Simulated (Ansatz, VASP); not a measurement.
## One calculation of Os, 3 ways

The starting cell:

```xyz
2
Lattice="2.7341 0.0000 0.0000 -1.3671 2.3678 0.0000 0.0000 0.0000 4.3197" Properties=species:S:1:pos:R:3 pbc="T T T"
Os    1.3671    0.7893    3.2398
Os    0.0000    1.5785    1.0799
```

Alike in all runs: task relaxation of cell and atoms; functional revPBE; dispersion D4; k mesh 11 × 11 × 6; occupations fermi-dirac, width 0.05 eV; no spin polarisation; no spin-orbit coupling.

```csv
program and potentials,plane-wave cutoff (eV),notes,equilibrium volume (Å³/atom)
"Ansatz, Ansatz PAW",420,"potentials made for PBE, which Ansatz adapts in part; 16 valence electrons an atom on average",13.99
"VASP, PBE PAW files Os, 600 eV",600,potentials made for PBE; 8 valence electrons an atom on average,13.99
"Ansatz, all-electron LAPW, scalar-relativistic",-,-,13.99
```

All agree on the equilibrium volume. Some sets were made for another functional than the one run, which can shift their rows. Relaxations stop with a little pressure left, so the last digit of a volume isn't settled.

Differences between rows come from potentials, basis sets and numerical settings, since the functional is the same but for its coding. Runs on potential files found faulty are left out.
